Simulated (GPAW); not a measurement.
# Collinear magnetic orders of free-standing square Ru monolayer, spacing 2.904 A with GPAW, part 2 of 2

Aim: find out whether free-standing square Ru monolayer, spacing 2.904 A carries moments, and which collinear order costs least.

GPAW 26.7.0; PBE; plane waves with GPAW's PAW setups, scalar-relativistic.

So far. Step 2 (Order 1, typed as ferro +): After 22 cycles the largest moment stands at 2.19 μB. Step 3 (Order 2, typed as antiferro q=(1/2,1/2,0) +-): It lies 217 meV a seeded atom over the first start, and its largest moment is 1.59 μB against 2.19 μB.

## (4) Run 3 (antiferro q=(0,1/2,0) +-) (continued)

Spin moment in the augmentation sphere by atom:

```
atom  spin moment in the augmentation sphere (μB)
 Ru1                                         2.03
 Ru2                                        -2.03
```

Read from the output:

```yaml
magnetization: 0 μB
final_state: antiferromagnetic
```

It lies 101 meV a seeded atom over the first start, and its largest moment is 2.03 μB against 2.19 μB.

## (5) Start 4: no spin polarisation

A run without seeds gives the energy of the state without moments.

nospin.py reads:

```python
import json
import numpy as np
from ase import Atoms
from ase.parallel import paropen, parprint
from gpaw import GPAW

atoms = Atoms(['Ru'],
    cell=[[2.904, 0.0, 0.0],
         [0.0, 2.904, 0.0],
         [0.0, 0.0, 14.0]],
    scaled_positions=[[0.0, 0.0, 0.5]],
    pbc=True)
atoms.calc = GPAW(mode={'name': 'pw', 'ecut': 550},
    xc='PBE',
    kpts={'size': (6, 6, 1), 'gamma': True},
    occupations={'name': 'methfessel-paxton', 'width': 0.1},
    convergence={'density': 1e-05, 'energy': 1e-05},
    maxiter=200,
    mixer={'name': 'pulay', 'beta': 0.1, 'nmaxold': 6, 'weight': 100},
    symmetry={'tolerance': 1e-4},
    txt='nospin.txt')
e = atoms.get_potential_energy(force_consistent=True)
res = {'free_energy': e, 'energy_sigma0': atoms.get_potential_energy(), 'fermi_energy': atoms.calc.get_fermi_level()}
parprint(f'free energy: {e:.6f} eV')
atoms.calc.write('nospin.gpw')
with paropen('results.json', 'w') as f:
    json.dump(res, f)
```

On the command line:

```sh
OMP_NUM_THREADS=1 python3 nospin.py > nospin.log
```

Numbers of over 12 decimals in the logs are rounded to 6 here.

Output:

```text
free energy: -5.359342 eV

--- nospin.txt ---
Input parameters:
  mode=PW(ecut=550),
  convergence={'density': 1e-05, 'energy': 1e-05},
  kpts=MonkhorstPack(size=(6, 6, 1), gamma=True),
  maxiter=200,
  mixer=Pulay(name='pulay', nmaxold=6, beta=0.1, weight=100, sigma=0.015, g_ss=None),
  occupations=Occupations(name='methfessel-paxton', width=0.1),
  symmetry=Symmetry(tolerance=0.0001),
  xc=XC(name='PBE')

[...]
|------------|---------------|-----------|
|          0 |       -75.046 |     2.000 |
|          1 |       -45.033 |     2.000 |
|          2 |       -45.033 |     2.000 |
|          3 |       -44.893 |     2.000 |
|          4 |        -6.551 |     2.000 |
[...]
|          9 |        -2.217 |     0.000 |
|         10 |        -1.131 |     0.000 |
|         11 |         1.852 |     0.000 |
|         12 |         2.925 |     0.000 |

No gap
No difference between direct/indirect transitions


[key lines of the parts left out:]
Free energy:      -5.359342
Converged in 15 steps
dipole moment: (-9.992384, -9.992384, 0.000001)  # |e|*Ang
Fermi level: -3.109
```

Wall time 6.6 s (1 MPI rank of Intel Xeon 6975P-C (Granite Rapids), shared host); peak memory 0.16 GiB.

This step gave:

* final state: non-magnetic (no spin polarisation)

It lies 433 meV a seeded atom over the first start.

## (6) Another try

A slip in the input shows what the program catches and what it lets pass.

run.py reads:

```python
import json
import numpy as np
from ase import Atoms
from ase.parallel import paropen, parprint
from gpaw import GPAW

atoms = Atoms(['Ru'],
    cell=[[2.904, 0.0, 0.0],
         [0.0, 2.904, 0.0],
         [0.0, 0.0, 14.0]],
    scaled_positions=[[0.0, 0.0, 0.5]],
    pbc=True,
    magmoms=[1.5])
atoms.calc = GPAW(mode={'name': 'pw', 'ecut': 550},
    xc='PBE',
    kpts={'size': (6, 6, 1), 'gamma': True},
    occupations={'name': 'methfessel-paxton', 'width': 0.1},
    convergence={'density': 1e-05, 'energy': 1e-05},
    nbands=2,
    maxiter=75,
    mixer={'name': 'pulay', 'beta': 0.1, 'nmaxold': 6, 'weight': 100},
    symmetry={'tolerance': 1e-4},
    txt='run.txt')
e = atoms.get_potential_energy(force_consistent=True)
res = {'free_energy': e, 'energy_sigma0': atoms.get_potential_energy(), 'fermi_energy': atoms.calc.get_fermi_level()}
res['moments'] = atoms.get_magnetic_moments().tolist()
res['total'] = atoms.get_magnetic_moment()
parprint('site moments (muB):', np.round(res['moments'], 3))
parprint(f"total moment: {res['total']:.3f} muB")
parprint(f'free energy: {e:.6f} eV')
atoms.calc.write('run.gpw')
with paropen('results.json', 'w') as f:
    json.dump(res, f)
```

On the command line:

```sh
OMP_NUM_THREADS=1 python3 run.py > run.log
```

Output:

```text
ValueError: Too few bands!  Electrons: 16.0, bands: 2

--- run.txt ---
Input parameters:
  mode=PW(ecut=550),
  convergence={'density': 1e-05, 'energy': 1e-05},
  kpts=MonkhorstPack(size=(6, 6, 1), gamma=True),
  maxiter=75,
  mixer=Pulay(name='pulay', nmaxold=6, beta=0.1, weight=100, sigma=0.015, g_ss=None),
  nbands=2,
  occupations=Occupations(name='methfessel-paxton', width=0.1),
  symmetry=Symmetry(tolerance=0.0001),
  xc=XC(name='PBE')
```

Wall time 1.2 s (1 MPI rank); peak memory 0.11 GiB.

The program refused the input before any cycle.

The program's message: “ValueError: Too few bands! Electrons: 16.0, bands: 2”

The fault put into the input: fewer bands than electrons.

There must be at least one state for every electron of the larger spin.

## (7) Energies of the orders

These are free energies at a smearing of 0.1 eV, so its entropy term is in the differences. They are divided by the number of seeded atoms, so that cells of unlike size compare. Wavevectors q in the names are fractions of the reciprocal vectors of the first run's cell.

Orders:

```
                     start        final state  typed order kept  energy over the lowest (meV a seeded atom)  largest site moment (μB)  net moment (μB a primitive cell)  mesh matched  CPU time (s)
                   ferro +      ferromagnetic               yes                                           0                     2.188                             2.451           yes         14.01
antiferro q=(1/2,1/2,0) +-  antiferromagnetic               yes                                       216.6                     1.593                                 0           yes         70.67
  antiferro q=(0,1/2,0) +-  antiferromagnetic               yes                                       100.7                     2.028                                 0           yes         50.45
      no spin polarisation       non-magnetic                 -                                       433.1                         0                                 0           yes          6.51
```

## (8) What came out

| Property | Result |
| --- | --- |
| lowest state found | ferromagnetic (typed ferro +) |
| largest site moment | 2.19 μB |
| next state | antiferromagnetic, 101 meV a seeded atom higher |
| energy gained by spin polarisation | 433 meV a seeded atom |

In words: The lowest state found is ferromagnetic, reached from the start ferro +, with moments up to 2.19 μB. The next state costs 101 meV a seeded atom. This is the lowest of 4 finished starts, no proof of the ground state. The smearing is not Fermi–Dirac, so its width is no temperature.

[Logs and program files are shortened in this print: banners, set-up blocks, solver, clock and traceback lines can be left out without a mark of their own.]

[Logs are printed without paths, hosts, clocks, repeated set-up lines and the standing remarks that a program may print on its own settings, such as how far it seeks lower states.]

[Hosts, paths, dates, database ids (printed as entryN), source tags and the programs' standing remarks are cut or masked in the printed files.]

[Where a cell is said to come from a database of computed structures, the database is the Materials Project.]
